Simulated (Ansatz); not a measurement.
The system is KBr.

```
Br K
1.0
     0.00000    3.30000    3.30000
     3.30000    0.00000    3.30000
     3.30000    3.30000    0.00000
Br K
1 1
Cartesian
  3.3000 3.3000 3.3000
  0.0000 0.0000 0.0000
```

| Quantity | Value |
| --- | --- |
| Program | Ansatz 0.2.0 |
| Task | relaxation of cell and atoms |
| Functional | PBEsol |
| Dispersion | D3(BJ) |
| Potentials or basis | all-electron LAPW, scalar-relativistic |
| Basis error allowed | 0.001 eV/atom |
| k mesh | 7 × 7 × 7 |
| Occupations | fermi-dirac, width 0.05 eV |
| Spin | no spin polarisation |

At the start: volume 35.94 Å³/atom.

Task: Where does the relaxation end?

Result: Over 5 steps the energy falls by 12.8 meV/atom and the volume is 33.02 Å³/atom (-8.1 %); space group Fm-3m (No. 225, to 0.05 Å).

The path:
| step | energy change (eV) | largest force (eV/Å) | volume (Å³) |
| --- | --- | --- | --- |
| 1 | 0.0000 | 0.0000 | 71.87 |
| 2 | -0.0178 | 0.0000 | 69.11 |
| 3 | -0.0252 | 0.0000 | 65.40 |
| 4 | -0.0255 | 0.0000 | 66.05 |
| 5 | -0.0255 | 0.0000 | 66.05 |

Final structure:
```xyz
2
Lattice="0.0000 3.2083 3.2083 3.2083 0.0000 3.2083 3.2083 3.2083 0.0000" Properties=species:S:1:pos:R:3 pbc="T T T"
Br    3.2083    3.2083    3.2083
K     0.0000    0.0000    0.0000
```
